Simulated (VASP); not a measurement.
# PbO: relaxed cell and band gap, by functional and dispersion

PbO, P4/nmm (no. 129), 4 atoms in the cell.

| Functional | Dispersion | Volume (Å³/atom) | Change from the starting volume (fraction) | Gap, path and mesh (eV) | Dispersion term (eV/cell) | Time (s) |
|---|---|---|---|---|---|---|
| PBE | none | 22.73 | 0.140 | 1.74 | – | 148 |
| TPSS | TS | 20.20 | 0.013 | 1.23 | -1.217 | 303 |
| PBE | TS | 21.76 | 0.091 | 1.56 | -0.725 | 130 |
| TPSS | TS+SCS | 19.28 | -0.033 | 1.02 | -1.315 | 386 |

Limits: Spin-orbit coupling is left out, and with elements this heavy it changes the gap; row 1: the cell opens along one direction, as layers do when no dispersion term holds them together.

## Input of the first row

INCAR.step1:
```
SYSTEM = PbO
PREC     = Accurate       ! precision mode
ENCUT    = 600            ! plane-wave cutoff, eV
EDIFF    = 1E-7           ! SCF threshold, eV
ISMEAR   = 0              ! smearing method
SIGMA    = 0.02           ! smearing width, eV
LREAL    = .FALSE.        ! projectors in reciprocal space
LASPH    = .TRUE.         ! aspherical terms in the spheres
GGA_COMPAT= .FALSE.      
ALGO     = Normal         ! electronic algorithm
NELM     = 150            ! most SCF steps
ISIF     = 3              ! what is computed and relaxed
LWAVE    = .FALSE.        ! write WAVECAR
LCHARG   = .FALSE.        ! write CHGCAR
GGA      = PE             ! functional
IBRION   = 2              ! ionic algorithm
EDIFFG   = -0.002         ! ionic threshold
NSW      = 60             ! ionic steps
KPAR     = 4             
```

INCAR.step2, as INCAR.step1 but for:
```
- NSW = 60
+ NSW = 40
```

INCAR.step3, as INCAR.step2 but for:
```
- ISIF = 3
- IBRION = 2
- EDIFFG = -0.002
- NSW = 40
+ ISIF = 2
+ NBANDS = 28
```

KPOINTS:
```
k-points
0
Gamma
  5 5 4
```

KPOINTS_OPT:
```
path GXMGZRAZ,XR,MA
8
line-mode
reciprocal
 0.0000000000  0.0000000000  0.0000000000  G
 0.0000000000  0.5000000000  0.0000000000  X

 0.0000000000  0.5000000000  0.0000000000  X
 0.5000000000  0.5000000000  0.0000000000  M

 0.5000000000  0.5000000000  0.0000000000  M
 0.0000000000  0.0000000000  0.0000000000  G

 0.0000000000  0.0000000000  0.0000000000  G
 0.0000000000  0.0000000000  0.5000000000  Z

 0.0000000000  0.0000000000  0.5000000000  Z
 0.0000000000  0.5000000000  0.5000000000  R

 0.0000000000  0.5000000000  0.5000000000  R
 0.5000000000  0.5000000000  0.5000000000  A

 0.5000000000  0.5000000000  0.5000000000  A
 0.0000000000  0.0000000000  0.5000000000  Z

 0.0000000000  0.5000000000  0.0000000000  X
 0.0000000000  0.5000000000  0.5000000000  R

 0.5000000000  0.5000000000  0.0000000000  M
 0.5000000000  0.5000000000  0.5000000000  A
```

POSCAR.step1:
```
PbO
1.0
    3.9900000000      0.0000000000      0.0000000000
    0.0000000000      3.9900000000      0.0000000000
    0.0000000000      0.0000000000      5.0100000000
Pb O
2 2
Direct
    0.5000000000      0.0000000000      0.7600000000
    0.0000000000      0.5000000000      0.2400000000
    0.5000000000      0.5000000000      0.0000000000
    0.0000000000      0.0000000000      0.0000000000
```

Commands (each step's output is kept before the next begins):
```
cat potpaw_PBE.64/Pb_d/POTCAR potpaw_PBE.64/O/POTCAR > POTCAR
cp INCAR.step1 INCAR
cp POSCAR.step1 POSCAR
mpirun -np 4 vasp_std > vasp.out
cp CONTCAR POSCAR
rm WAVECAR CHG
cp INCAR.step2 INCAR
mpirun -np 4 vasp_std > vasp.out
cp CONTCAR POSCAR
rm WAVECAR CHG
cp INCAR.step3 INCAR
mpirun -np 4 vasp_std > vasp.out
```

Changes of row 3 against the first:
```
(all steps)
+ IVDW = 2
```

VASP 6.6.1 took 148 s on 4 cores (Intel Xeon 6975P-C (Granite Rapids)), a shared host.
